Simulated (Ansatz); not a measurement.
## A series in volume per atom on Ir

All results are calculated (Ansatz 0.2.0 development build). Equation of state of a cubic crystal from periodic Kohn-Sham density functional theory without spin; pressure corrected for the finite basis.

Cell of the first row (space group Im-3m, No. 229):
```
Ir
1.0
     -1.5243     1.5243     1.5243
      1.5243    -1.5243     1.5243
      1.5243     1.5243    -1.5243
Ir
1
Direct
  0.00000 0.00000 0.00000
```

Settings of every row: formula Ir; structure type bcc; functional PBE; spin treatment none; k mesh 49x49x49; occupation method fermi-dirac; occupation width 0.061225619 eV; wave cutoff 420 eV; datasets soft-1 PAW; density cutoff ratio 4.

Limits: a cubic model structure, not a phase known at ambient conditions; no spin polarisation, a magnetic state may lie lower; no spin-orbit coupling, which can matter with elements this heavy.

| row | volume per atom (Å³) | energy above lowest point (meV/atom) | pressure (GPa) |
| --- | --- | --- | --- |
| 1 | 14.168 | 55.77 | 21.568 |
| 2 | 14.47 | ? | ? |
| 3 | 14.771 | 5.07 | 6.001 |
| 4 | 15.072 | 0 | -0.479 |
| 5 | 15.374 | 6.41 | -6.217 |
| 6 | 15.675 | 22.98 | -11.292 |
| 7 | 15.977 | 48.53 | -15.775 |

Question: what energy above lowest point and pressure should row 2 give?

Worked fit of energy above lowest point. Take u = (V_r/V)^(2/3) − 1 with V_r = 15.223 Å³ an atom, which is twice the finite (Eulerian) strain; such expansions in the strain, on which the Birch-Murnaghan equation of state is built, carry the rest volume and the bulk modulus. The shown rows have u = 0.04905, 0.0203, 0.00667, -0.00656, -0.01932, -0.03171. Least squares give energy above lowest point = 1.86 − 489.51 × u + 31533.9 × u² + 17404 × u³ meV/atom; a parabola predicts inner rows, each left out in turn, worse (root mean square 0.34 against 0.025 meV/atom). The rows lie off it by 0.00, 0.01, 0.00, -0.01, 0.02, -0.01. Its lowest point lies at u = 0.0077, or V = 15.05 Å³ an atom, and the curvature there gives the bulk modulus at fixed shape and fractions, B = (4/9)(1 + u)² E″(u)/V = 307 GPa. The withheld row has u = 0.0344, so the fit gives 1.86 − 489.51 × (0.0344) + 31533.9 × (0.0344)² + 17404 × (0.0344)³ = 23.05 meV/atom.

The calculation gave 23.11 meV/atom. The fit lies 0.06 meV/atom (0.11 % of the column's range) below it; its largest miss of a shown row is 0.02 meV/atom.

Worked fit of pressure. Take u = (V_r/V)^(2/3) − 1 with V_r = 15.223 Å³ an atom, which is twice the finite (Eulerian) strain; such expansions in the strain, on which the Birch-Murnaghan equation of state is built, carry the rest volume and the bulk modulus. The shown rows have u = 0.04905, 0.0203, 0.00667, -0.00656, -0.01932, -0.03171. Least squares give pressure = −3.4362 + 434.364 × u + 1470.1 × u² + 1372.4 × u³ GPa; a parabola predicts inner rows, each left out in turn, worse (root mean square 0.028 against 0.009 GPa). The rows lie off it by 0.000, 0.002, -0.006, 0.006, -0.003, 0.000 (root mean square 0.0038 GPa). The pressure vanishes at u = 0.0077, or V = 15.05 Å³ an atom, and there the bulk modulus at fixed shape and fractions is B = −V dP/dV = (2/3)(1 + u) dP/du = 307 GPa. The withheld row has u = 0.0344, so the fit gives −3.4362 + 434.364 × (0.0344) + 1470.1 × (0.0344)² + 1372.4 × (0.0344)³ = 13.301 GPa.

The calculation gave 13.316 GPa. The fit lies 0.015 GPa (0.04 % of the column's range) below it; its largest miss of a shown row is 0.006 GPa.
